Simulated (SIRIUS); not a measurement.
# GeS (Pnma) in SIRIUS: reference runs

How does GeS come out in PBEsol? The cell is run as given.

Everything below comes from runs of SIRIUS 7.12.0. Logs are shortened: lines on timing, memory, paths and dates and some standing lists are left out, and cuts for length are marked. The log counts tension as positive stress, the text compression.

### 1 The crystal as given

It takes space group Pnma (No. 62, orthorhombic). The conventional cell has a = 10.481 Å, b = 3.646 Å, c = 4.299 Å, α = 90.00°, β = 90.00°, γ = 90.00°. Around Ge (site symmetry m) lie 3 S at 2.44 to 2.45 Å. Around S (site symmetry m) lie 3 Ge at 2.44 to 2.45 Å.

### 2 Single point, PBEsol

The input, sirius.json:

```json
{
  "control": {
    "processing_unit": "cpu",
    "std_evp_solver_name": "lapack",
    "gen_evp_solver_name": "lapack",
    "verbosity": 2,
    "print_forces": true,
    "ortho_rf": true,
    "use_second_variation": true,
    "rmt_max": 3.0,
    "num_bands_to_print": 24,
    "save_wf": true
  },
  "parameters": {
    "electronic_structure_method": "full_potential_lapwlo",
    "xc_functionals": ["XC_GGA_X_PBE_SOL", "XC_GGA_C_PBE_SOL"],
    "core_relativity": "dirac",
    "valence_relativity": "iora",
    "num_fv_states": 85,
    "smearing": "fermi_dirac",
    "smearing_width": 0.0018374661,
    "pw_cutoff": 20,
    "gk_cutoff": 3.72,
    "lmax_apw": 10,
    "lmax_rho": 8,
    "lmax_pot": 8,
    "num_mag_dims": 0,
    "auto_rmt": 0,
    "ngridk": [3, 7, 6],
    "shiftk": [0, 0, 0],
    "num_dft_iter": 80,
    "energy_tol": 1e-07,
    "density_tol": 1e-05,
    "use_symmetry": true
  },
  "settings": {"tol_ne": 1e-10},
  "iterative_solver": {"type": "exact"},
  "mixer": {"type": "anderson", "beta": 0.5, "max_history": 8},
  "unit_cell": {
    "lattice_vectors": [[19.8062195122, 0.0, 0.0], [0.0, 6.8899414504, 0.0], [0.0, 0.0, 8.1239326098]],
    "atom_types": ["Ge", "S"],
    "atom_files": {"Ge": "Ge.json", "S": "S.json"},
    "atoms": {
      "Ge": [[0.8779, 0.75, 0.8723], [0.6221, 0.25, 0.3723], [0.3779, 0.75, 0.6277], [0.1221, 0.25, 0.1277]],
      "S": [[0.1505, 0.75, 0.4977], [0.3495, 0.25, 0.9977], [0.6505, 0.75, 0.0023], [0.8495, 0.25, 0.5023]]
    }
  }
}
```

The input, Ge.json:

```json
{
  "name": "germanium",
  "symbol": "Ge",
  "number": 32,
  "mass": 72.64,
  "rmin": 1e-06,
  "rmt": 2.26,
  "nrmt": 800,
  "rinf": 16.93,
  "core": "1s2s2p",
  "valence": [
    {"basis": [{"enu": -0.01, "dme": 0, "n": 0, "auto": 0}, {"enu": -0.01, "dme": 1, "n": 0, "auto": 0}]},
    {"l": 0, "n": 1, "basis": [{"enu": -0.0047, "dme": 0, "n": 0, "auto": 0}]},
    {"l": 1, "n": 2, "basis": [{"enu": 0.09, "dme": 0, "n": 0, "auto": 0}]},
    {"l": 2, "n": 3, "basis": [{"enu": 0.09, "dme": 0, "n": 0, "auto": 0}]},
    {"l": 3, "n": 4, "basis": [{"enu": 0.09, "dme": 0, "n": 0, "auto": 0}]}
  ],
  "lo": [
    {
      "l": 0,
      "basis": [{"enu": -0.0047, "dme": 0, "n": 0, "auto": 0}, {"enu": -0.0047, "dme": 1, "n": 0, "auto": 0}]
    },
    {
      "l": 0,
      "basis": [{"enu": -0.0047, "dme": 1, "n": 0, "auto": 0}, {"enu": -0.0047, "dme": 2, "n": 0, "auto": 0}]
    },
    {
      "l": 0,
      "basis": [{"enu": -5.9105, "dme": 0, "n": 3, "auto": 1}, {"enu": -5.9105, "dme": 1, "n": 3, "auto": 1}]
    },
    {
      "l": 0,
      "basis": [{"enu": -0.0047, "dme": 0, "n": 0, "auto": 0}, {"enu": 2.3447, "dme": 0, "n": 0, "auto": 0}]
    },
    {"l": 1, "basis": [{"enu": 0.09, "dme": 0, "n": 0, "auto": 0}, {"enu": 0.09, "dme": 1, "n": 0, "auto": 0}]},
    {
      "l": 1,
      "basis": [{"enu": -3.9966, "dme": 0, "n": 3, "auto": 1}, {"enu": -3.9966, "dme": 1, "n": 3, "auto": 1}]
    },
    {
      "l": 1,
      "basis": [{"enu": -3.9966, "dme": 1, "n": 3, "auto": 1}, {"enu": 0.09, "dme": 0, "n": 0, "auto": 0}]
    },
    {"l": 1, "basis": [{"enu": 0.09, "dme": 0, "n": 0, "auto": 0}, {"enu": 3.6925, "dme": 0, "n": 0, "auto": 0}]},
    {"l": 2, "basis": [{"enu": 0.09, "dme": 0, "n": 0, "auto": 0}, {"enu": 0.09, "dme": 1, "n": 0, "auto": 0}]},
    {
      "l": 2,
      "basis": [{"enu": -0.8492, "dme": 0, "n": 3, "auto": 1}, {"enu": -0.8492, "dme": 1, "n": 3, "auto": 1}]
    },
    {
      "l": 2,
      "basis": [{"enu": -0.8492, "dme": 1, "n": 3, "auto": 1}, {"enu": 0.09, "dme": 0, "n": 0, "auto": 0}]
    },
    {"l": 2, "basis": [{"enu": 0.09, "dme": 0, "n": 0, "auto": 0}, {"enu": 4.1624, "dme": 0, "n": 0, "auto": 0}]},
    {"l": 3, "basis": [{"enu": 0.09, "dme": 0, "n": 0, "auto": 0}, {"enu": 0.09, "dme": 1, "n": 0, "auto": 0}]},
    {"l": 3, "basis": [{"enu": 0.09, "dme": 0, "n": 0, "auto": 0}, {"enu": 3.4967, "dme": 0, "n": 0, "auto": 0}]}
  ],
  "free_atom": [... radial grid and density of the free atom, the start of the SCF ...]
}
```

The input, S.json:

```json
{
  "name": "sulphur",
  "symbol": "S",
  "number": 16,
  "mass": 32.065,
  "rmin": 1e-06,
  "rmt": 2.17,
  "nrmt": 800,
  "rinf": 13.52,
  "core": "1s",
  "valence": [
    {"basis": [{"enu": -0.01, "dme": 0, "n": 0, "auto": 0}, {"enu": -0.01, "dme": 1, "n": 0, "auto": 0}]},
    {"l": 0, "n": 1, "basis": [{"enu": -0.0466, "dme": 0, "n": 0, "auto": 0}]},
    {"l": 1, "n": 2, "basis": [{"enu": 0.09, "dme": 0, "n": 0, "auto": 0}]},
    {"l": 2, "n": 3, "basis": [{"enu": 0.09, "dme": 0, "n": 0, "auto": 0}]},
    {"l": 3, "n": 4, "basis": [{"enu": 0.09, "dme": 0, "n": 0, "auto": 0}]}
  ],
  "lo": [
    {
      "l": 0,
      "basis": [{"enu": -0.0466, "dme": 0, "n": 0, "auto": 0}, {"enu": -0.0466, "dme": 1, "n": 0, "auto": 0}]
    },
    {
      "l": 0,
      "basis": [{"enu": -0.0466, "dme": 1, "n": 0, "auto": 0}, {"enu": -0.0466, "dme": 2, "n": 0, "auto": 0}]
    },
    {
      "l": 0,
      "basis": [{"enu": -7.3863, "dme": 0, "n": 2, "auto": 1}, {"enu": -7.3863, "dme": 1, "n": 2, "auto": 1}]
    },
    {
      "l": 0,
      "basis": [{"enu": -0.0466, "dme": 0, "n": 0, "auto": 0}, {"enu": 2.5018, "dme": 0, "n": 0, "auto": 0}]
    },
    {"l": 1, "basis": [{"enu": 0.09, "dme": 0, "n": 0, "auto": 0}, {"enu": 0.09, "dme": 1, "n": 0, "auto": 0}]},
    {
      "l": 1,
      "basis": [{"enu": -5.3982, "dme": 0, "n": 2, "auto": 1}, {"enu": -5.3982, "dme": 1, "n": 2, "auto": 1}]
    },
    {
      "l": 1,
      "basis": [{"enu": -5.3982, "dme": 1, "n": 2, "auto": 1}, {"enu": 0.09, "dme": 0, "n": 0, "auto": 0}]
    },
    {"l": 1, "basis": [{"enu": 0.09, "dme": 0, "n": 0, "auto": 0}, {"enu": 3.9975, "dme": 0, "n": 0, "auto": 0}]},
    {"l": 2, "basis": [{"enu": 0.09, "dme": 0, "n": 0, "auto": 0}, {"enu": 0.09, "dme": 1, "n": 0, "auto": 0}]},
    {"l": 2, "basis": [{"enu": 0.09, "dme": 1, "n": 0, "auto": 0}, {"enu": 0.09, "dme": 2, "n": 0, "auto": 0}]},
    {"l": 2, "basis": [{"enu": 0.09, "dme": 0, "n": 0, "auto": 0}, {"enu": 3.4029, "dme": 0, "n": 0, "auto": 0}]},
    {"l": 3, "basis": [{"enu": 0.09, "dme": 0, "n": 0, "auto": 0}, {"enu": 0.09, "dme": 1, "n": 0, "auto": 0}]}
  ],
  "free_atom": [... radial grid and density of the free atom, the start of the SCF ...]
}
```

The input, sirius_start.json:

```json
{
  "control": {
    "processing_unit": "cpu",
    "std_evp_solver_name": "lapack",
    "gen_evp_solver_name": "lapack",
    "verbosity": 1,
    "print_forces": false,
    "ortho_rf": true,
    "use_second_variation": true,
    "rmt_max": 3.0,
    "num_bands_to_print": 24,
    "save_wf": false
  },
  "parameters": {
    "electronic_structure_method": "full_potential_lapwlo",
    "xc_functionals": ["XC_LDA_X", "XC_LDA_C_PW"],
    "core_relativity": "dirac",
    "valence_relativity": "iora",
    "num_fv_states": 85,
    "smearing": "fermi_dirac",
    "smearing_width": 0.0055123983,
    "pw_cutoff": 20,
    "gk_cutoff": 2.97,
    "lmax_apw": 10,
    "lmax_rho": 8,
    "lmax_pot": 8,
    "num_mag_dims": 0,
    "auto_rmt": 0,
    "ngridk": [1, 3, 2],
    "shiftk": [0, 0, 0],
    "num_dft_iter": 30,
    "energy_tol": 0.01,
    "density_tol": 0.05,
    "use_symmetry": true
  },
  "settings": {"tol_ne": 1e-10},
  "iterative_solver": {"type": "exact"},
  "mixer": {"type": "anderson", "beta": 0.5, "max_history": 8},
  "unit_cell": {
    "lattice_vectors": [[19.8062195122, 0.0, 0.0], [0.0, 6.8899414504, 0.0], [0.0, 0.0, 8.1239326098]],
    "atom_types": ["Ge", "S"],
    "atom_files": {"Ge": "Ge.json", "S": "S.json"},
    "atoms": {
      "Ge": [[0.8779, 0.75, 0.8723], [0.6221, 0.25, 0.3723], [0.3779, 0.75, 0.6277], [0.1221, 0.25, 0.1277]],
      "S": [[0.1505, 0.75, 0.4977], [0.3495, 0.25, 0.9977], [0.6505, 0.75, 0.0023], [0.8495, 0.25, 0.5023]]
    }
  }
}
```

Potentials or basis: all-electron FP-LAPW, apw+lo standard.

On the command line:

```sh
> OMP_NUM_THREADS=1 sirius.scf --input=sirius_start.json --output=start.json
> OMP_NUM_THREADS=1 sirius.scf --input=sirius.json --output=output.json --task=1
```

Log:

```text
[info] SIRIUS version : 7.12.0
[info] number of MPI ranks           : 1
[info] MPI grid                      : 1 1
[info] maximum number of OMP threads : 1
[fft] FFT context for density and potential
[fft] =====================================
[fft]   plane wave cutoff                     : 20
[fft]   grid size                             : 135 48 54   total : 349920
[fft]   grid limits                           : -67 67   -23 24   -26 27
[fft]   number of G-vectors within the cutoff : 149603
[fft]   number of G-shells                    : 20129
[fft] FFT context for coarse grid
[fft] =====================================
[fft]   plane wave cutoff                     : 7.44
[fft]   grid size                             : 50 20 24   total : 24000
[fft]   grid limits                           : -24 25   -9 10   -11 12
[fft]   number of G-vectors within the cutoff : 7729
[fft]   number of G-shells                    : 1172
[unit cell] lattice vectors
[unit cell]   a1 :      19.8062195122      0.0000000000      0.0000000000
[unit cell]   a2 :       0.0000000000      6.8899414504      0.0000000000
[unit cell]   a3 :       0.0000000000      0.0000000000      8.1239326098
[unit cell] reciprocal lattice vectors
[unit cell]   b1 :       0.3172329431      0.0000000000      0.0000000000
[unit cell]   b2 :       0.0000000000      0.9119359507      0.0000000000
[unit cell]   b3 :       0.0000000000      0.0000000000      0.7734167193
[unit cell] unit cell volume :      1108.62184393 [a.u.^3]
[unit cell] 1/sqrt(omega)    :         0.03003366
[unit cell] MT volume        :       364.61724786 (32.89%)
[unit cell] IT volume        :       744.00459607 (67.11%)
[unit cell] number of atom types : 2
[unit cell] type id : 0 symbol : Ge mt_radius :   2.260000 num_atoms : 4
[unit cell] type id : 1 symbol :  S mt_radius :   2.170000 num_atoms : 4
[unit cell] total number of atoms : 8
[unit cell] number of symmetry classes : 2
[unit cell] atom id  type id  class id             position                      vector_field
[unit cell] ------------------------------------------------------------------------------------------
[unit cell]      0        0        0      0.87790   0.75000   0.87230      0.00000   0.00000   0.00000
[... 439 lines left out ...]
[find] converged after 9 SCF iterations!
[find] Charges and magnetic moments
[find] --------------------------------------------------------------------------------
[find] atom      charge    core leakage
[find] --------------------------------------------------------------------------------
[find]    0   30.043902    0.000000e+00
[find]    1   30.043902    0.000000e+00
[find]    2   30.043902    0.000000e+00
[find]    3   30.043902    0.000000e+00
[find]    4   14.409103    0.000000e+00
[find]    5   14.409103    0.000000e+00
[find]    6   14.409103    0.000000e+00
[find]    7   14.409103    0.000000e+00
[find] total core leakage    : 0.00000000e+00
[find] interstitial charge   : 14.187977
[find] total charge          : 191.999998
[find] Energy
[find] --------------------------------------------------------------------------------
[find] valence_eval_sum               :    -356.65464235
[find] core_eval_sum                  :   -5366.91816719
[find] kinetic energy                 :   10162.60895328
[find] enuc                           :  -12061.81659050
[find] <rho|V^{XC}>                   :    -540.59394754
[find] <rho|E^{XC}>                   :    -412.58932841
[find] <mag|B^{XC}>                   :       0.00000000
[find] <rho|V^{H}>                    :  -15345.58781530
[find] smearing (-TS)                 :      -0.00000004
[find] SCF correction                 :       0.00003134
[find] Total energy                   :   -9984.59084193 (Ha),  -19969.18168387 (Ry)
[find] Free energy (E-TS)             :   -9984.59084198 (Ha),  -19969.18168395 (Ry)
[find] band gap (eV)                  :       1.05418174
[find] Efermi                         :       0.19890916
[ground_state]
[ground_state] ==== total Forces in Ha/bohr =====
[ground_state] atom:    0, force:       0.0008197      0.0000000      0.0013863
[ground_state] atom:    1, force:      -0.0008197      0.0000000      0.0013863
[ground_state] atom:    2, force:       0.0008197     -0.0000000     -0.0013863
[ground_state] atom:    3, force:      -0.0008197     -0.0000000     -0.0013863
[ground_state] atom:    4, force:      -0.0003196      0.0000000      0.0013814
[ground_state] atom:    5, force:       0.0003196     -0.0000000      0.0013814
[ground_state] atom:    6, force:      -0.0003196      0.0000000     -0.0013814
[ground_state] atom:    7, force:       0.0003196     -0.0000000     -0.0013814
[ground_state] ==== contribution from density =====
[ground_state] atom:    0, force:      -0.4779063     -0.0000000     -0.4521502
[ground_state] atom:    1, force:       0.4779063      0.0000000     -0.4521502
[ground_state] atom:    2, force:      -0.4779063     -0.0000000      0.4521502
[ground_state] atom:    3, force:       0.4779063      0.0000000      0.4521502
[ground_state] atom:    4, force:       0.0453801     -0.0000000     -0.0418185
[ground_state] atom:    5, force:      -0.0453801     -0.0000000     -0.0418185
[ground_state] atom:    6, force:       0.0453801      0.0000000      0.0418185
[ground_state] atom:    7, force:      -0.0453801      0.0000000      0.0418185
[ground_state] ==== contribution from Hartree potential =====
[ground_state] atom:    0, force:       0.5554498      0.0000000      0.5220086
[ground_state] atom:    1, force:      -0.5554498     -0.0000000      0.5220086
[ground_state] atom:    2, force:       0.5554498      0.0000000     -0.5220086
[ground_state] atom:    3, force:      -0.5554498     -0.0000000     -0.5220086
[ground_state] atom:    4, force:      -0.1196337      0.0000000      0.1451948
[ground_state] atom:    5, force:       0.1196337      0.0000000      0.1451948
[ground_state] atom:    6, force:      -0.1196337      0.0000000     -0.1451948
[ground_state] atom:    7, force:       0.1196337      0.0000000     -0.1451948
[ground_state] ==== contribution from IBS =====
[ground_state] atom:    0, force:      -0.0767238      0.0000000     -0.0684720
[ground_state] atom:    1, force:       0.0767238      0.0000000     -0.0684720
[ground_state] atom:    2, force:      -0.0767238     -0.0000000      0.0684720
[ground_state] atom:    3, force:       0.0767238     -0.0000000      0.0684720
[ground_state] atom:    4, force:       0.0739341      0.0000000     -0.1019948
[ground_state] atom:    5, force:      -0.0739341     -0.0000000     -0.1019948
[ground_state] atom:    6, force:       0.0739341      0.0000000      0.1019948
[ground_state] atom:    7, force:      -0.0739341     -0.0000000      0.1019948
```

Wall time 23 min (1 thread of Arm Neoverse V2, shared host); peak memory 1.6 GiB.

Results:

* Free energy: -271694.5579 eV
* Largest force: 0.083 eV/Å
* Band gap on the k mesh: 1.05 eV, direct
* All electrons inside the program's atomic spheres: Ge 30.04; S 14.41 (radii Ge 2.26, S 2.17 bohr)

Forces in eV/Å, atoms in the order of the input:
```
Ge   0.042  0.000  0.071
Ge  -0.042  0.000  0.071
Ge   0.042  0.000 -0.071
Ge  -0.042  0.000 -0.071
S   -0.016  0.000  0.071
S    0.016  0.000  0.071
S   -0.016  0.000 -0.071
S    0.016  0.000 -0.071
```

Levels at points of the mesh, in eV from the valence-band top:
| k point | band 68 | band 69 | band 70 | band 71 | band 72 | band 73 | band 74 | band 75 | band 76 | band 77 |
| --- | --- | --- | --- | --- | --- | --- | --- | --- | --- | --- |
| (0.00, 0.00, 0.00) | -2.07 | -1.66 | -0.86 | -0.85 | 0.00 | 1.05 | 2.48 | 2.68 | 2.98 | 3.10 |
| (0.00, 0.00, 0.50) | -1.64 | -0.98 | -0.98 | -0.20 | -0.20 | 1.66 | 1.66 | 2.55 | 2.55 | 2.78 |

Caveat: an odd mesh through Γ misses points on the zone boundary, where band edges often lie.
